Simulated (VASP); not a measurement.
Te2Mo, 3 atoms in the cell. The cell holds a slab with vacuum, 3 atoms: a = 3.560 Å, b = 3.560 Å, c = 17.524 Å, α = 90.00°, β = 90.00°, γ = 120.00°. 

| Quantity | Value |
| --- | --- |
| Program | VASP 6.6.1 |
| Task | density of states |
| Functional | PBE |
| Dispersion | TS |
| Potentials or basis | VASP PAW PBE potentials, release 64 (Te, Mo_sv) |
| Cutoff | 520 eV |
| k mesh | 9 × 9 × 2 |
| Occupations | fermi-dirac, width 0.02 eV |
| Spin | no spin polarisation |
| k mesh for the DOS | 14 × 14 × 3 |
| Occupations for the DOS | tetrahedron |
| Further INCAR settings | ALGO = Normal; EDIFF = 1e-07 |

Potentials or basis: VASP PAW PBE potentials, release 64 (Te, Mo_sv).

Launch:

```sh
$ cat potpaw_PBE.64/Te/POTCAR potpaw_PBE.64/Mo_sv/POTCAR > POTCAR
$ cp INCAR.step1 INCAR
$ cp KPOINTS.step1 KPOINTS
$ mpirun -np 1 vasp_std > vasp.out
$ cp INCAR.step2 INCAR
$ cp KPOINTS.step2 KPOINTS
$ mpirun -np 1 vasp_std > vasp.out
```

Hardware: 1 thread of Intel(R) Xeon(R) Platinum 8488C (Sapphire Rapids) (shared host).

Task: Estimate the wall time of this run.

Result: Wall time 3 min on 1 thread of Intel(R) Xeon(R) Platinum 8488C (Sapphire Rapids), with other jobs on the host, peak memory 0.41 GiB. Counts: scf iterations 8, k points 48.
